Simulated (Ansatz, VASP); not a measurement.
One calculation of InSb, two programs

The input INCAR:

```
SYSTEM = InSb
PREC = Accurate
ENCUT = 520
EDIFF = 1E-8
ISMEAR = -1
SIGMA = 0.08
LREAL = .False.
LASPH = .True.
NELM = 60
ALGO = Normal
ISIF = 2
LWAVE = .False.
LCHARG = .False.
GGA = CA
LEFG = .True.
NBANDS = 26
```

KPOINTS

```
Automatic mesh
0
Gamma
  6 6 11
  0 0 0
```

POSCAR

```
InSb
1.0
    5.2845992329      0.0000000000      0.0000000000
    0.0000000000      5.6348013474      0.0000000000
    0.0000000000      0.0000000000      3.0216030335
In Sb
2 2
Direct
    0.0000000000      0.0000000000      0.0000000000
    0.5000000000      0.5000000000      0.0000000000
    0.5000000000      0.0000000000      0.8350000000
    0.0000000000      0.5000000000      0.1650000000
```

Input for Ansatz:

```yaml
crystal:
  lattice:
    - [5.2845992329, 0.0, 0.0]
    - [0.0, 5.6348013474, 0.0]
    - [0.0, 0.0, 3.0216030335]
  atoms:
    - { symbol: In, position: [0.0, 0.0, 0.0] }
    - { symbol: In, position: [0.5, 0.5, 0.0] }
    - { symbol: Sb, position: [0.5, 0.0, 0.835] }
    - { symbol: Sb, position: [0.0, 0.5, 0.165] }
kpoints:
  mp_grid: { grid: [6, 6, 11] }
scf:
  occupations: { method: fermi_dirac, width: 0.08 }
hamiltonian:
  xc: lda
  pseudopotentials: { kind: paw }
output:
  forces: true
  stress: true
  eigenvalues: true
  efg: { contact_densities: true }
  write_density: true
  write_potential: true
  elf: true
  volumetric_format: npy
```

Change from the starting cell: volume scaled by 0.96, PAW files.

Alike in both runs: task electric field gradients; functional LDA; k mesh 6 × 6 × 11; occupations fermi-dirac, width 0.08 eV; no spin polarisation.

|  | VASP | Ansatz |
| --- | --- | --- |
| version | VASP 6.6.1 | Ansatz 0.2.0 |
| potentials or method | VASP PAW LDA potentials, release 64 (In_d, Sb) | PAW with Ansatz's default frozen-core files, scalar-relativistic |
| plane-wave cutoff (eV) | 520 | 420 |
| valence electrons in the cell | 36 | 56 |

|  | VASP | Ansatz | Ansatz less VASP |
| --- | --- | --- | --- |
| pressure (GPa) | 16.8 | 16.4 | -0.37 |
| largest component of the traceless stress (GPa) | 12.90 | 12.86 | -0.036 |
| rms of the force components (eV/Å) | 0.318 | 0.315 | -0.0028 |
| Vzz of the field gradient on the site that differs most (V/Å²) | -87.6 | -76.0 | +11.52 |

Atom by atom the forces differ by 0.003 eV/Å (rms over components). The two sets of potentials don't hold the same shells in valence. Ansatz warned: «gradients_without_spin_orbit».

Caveats: so large a pressure means that the cell lies far from this level's equilibrium, or that cutoff or potentials fall short (VASP). Spin-orbit coupling is left out, which matters for the levels of Sb.
